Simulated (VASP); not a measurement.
# TiAl under changes of volume

One of the cells (15.740 Å³/atom); the others are scaled copies at fixed shape and fractional positions:

```
Ti Al
1.0
     3.15750    0.00000    0.00000
     0.00000    3.15750    0.00000
     0.00000    0.00000    3.15750
Ti Al
1 1
Direct
  0.00000 0.00000 0.00000
  0.50000 0.50000 0.50000
```

The cell comes from a database or a generator and needn't be the stable form of this composition.

```yaml
Program: VASP 6.6.1
Functional: PBEsol
Potentials_or_basis: VASP PAW PBE potentials, release 64 (Ti_sv, Al)
Cutoff: 520 eV
k_mesh: 8 × 8 × 8
Occupations: fermi-dirac, width 0.05 eV
Spin: no spin polarisation
```

```csv
volume (Å³/atom),energy over the lowest point (meV/atom),pressure (GPa)
15.110,9.72,5.2
15.425,2.30,2.4
15.740,0.00,-0.1
16.055,2.34,-2.3
16.369,?,?
```

**Question.** What does the run at 16.369 Å³/atom give?

**Answer.** Energy over the lowest point 8.88 meV/atom; pressure -4.3 GPa.

Worked out: A Birch-Murnaghan fit of order 2 (a polynomial in V^(-2/3)) to the other rows has its minimum at 15.73 Å³/atom with B0 = V·E''(V) = 118 GPa. It gives 8.85 meV/atom at 16.369 Å³/atom, against the run's 8.88, and -dE/dV = -4.3 GPa, against -4.3.

Energies are extrapolated to zero smearing.

Caveats: the PAW data sets were made with another functional, which shifts forces and pressure a little.
